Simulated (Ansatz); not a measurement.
## Strain response of Ta2C

Theory: DFT r2SCAN, scalar-relativistic, plane waves, PAW (Ansatz 0.2.0). (500 eV cutoff, 18×18×10 k-mesh, Gaussian smearing of 0.10 eV, no spin polarisation)

Starting point, cell and atoms relaxed:

```
Ta C
1.0
     3.11016    0.00000    0.00000
    -1.55508    2.69348    0.00000
     0.00000    0.00000    4.94230
Ta C
2 1
Direct
  0.33333 0.66667 0.25356
  0.66667 0.33333 0.74644
  0.00000 0.00000 0.00000
```

Deformation: all cell vectors scaled alike, the atoms relaxed, all within the symmetry that the strain leaves. Energies are extrapolated to zero smearing. Stress is positive in compression, on the Cartesian axes of the cell above.

Spin–orbit coupling is left out, which can shift energies with elements as heavy as these.

```tsv
strain (%)	ΔE (meV/atom)	a (Å)	b (Å)	c (Å)	σxx (GPa)	σyy (GPa)	σzz (GPa)
-3.0	104.5	3.017	3.017	4.794	29.73	29.73	30.91
-2.0	44.9	3.048	3.048	4.843	18.51	18.51	19.17
-1.0	10.9	3.079	3.079	4.893	8.64	8.64	8.93
+0.0	0.0	3.110	3.110	4.942	-0.01	-0.01	0.04
+1.0	10.2	3.141	3.141	4.992	-7.59	-7.59	-7.61
+2.0	39.4	3.172	3.172	5.041	-14.20	-14.20	-14.15
+3.0	85.8	3.203	3.203	5.091	-19.93	-19.93	-19.67
```